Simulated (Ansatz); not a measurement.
The system is Pb.

```
CELL_PARAMETERS angstrom
3.48000 0.00000 0.00000
-1.74000 3.01377 0.00000
0.00000 0.00000 5.59000
ATOMIC_POSITIONS crystal
Pb 0.66667 0.33333 0.75000
Pb 0.33333 0.66667 0.25000
```

This isn't the form of Pb at room conditions, which is fcc.

Base run:

| Quantity | Value |
| --- | --- |
| Program | Ansatz 0.2.0 |
| Functional | PBEsol |
| Potentials or basis | all-electron LAPW, non-relativistic |
| Cutoff | 160 eV (chosen from the basis error) |
| Basis error allowed | 0.001 eV/atom |
| k mesh | 9 × 9 × 5 |
| Occupations | fermi-dirac, width 0.05 eV |
| Spin | no spin polarisation |

Its results: pressure 3.0 GPa.

Q: The run is repeated on the same cell with these changes: potentials or basis from all-electron LAPW, non-relativistic to all-electron LAPW, inner shells corrected to Dirac's equation. What comes out?

A: Pressure 1.1 GPa.

Caveats: relativity is left out, which matters for the heavier elements (some runs).
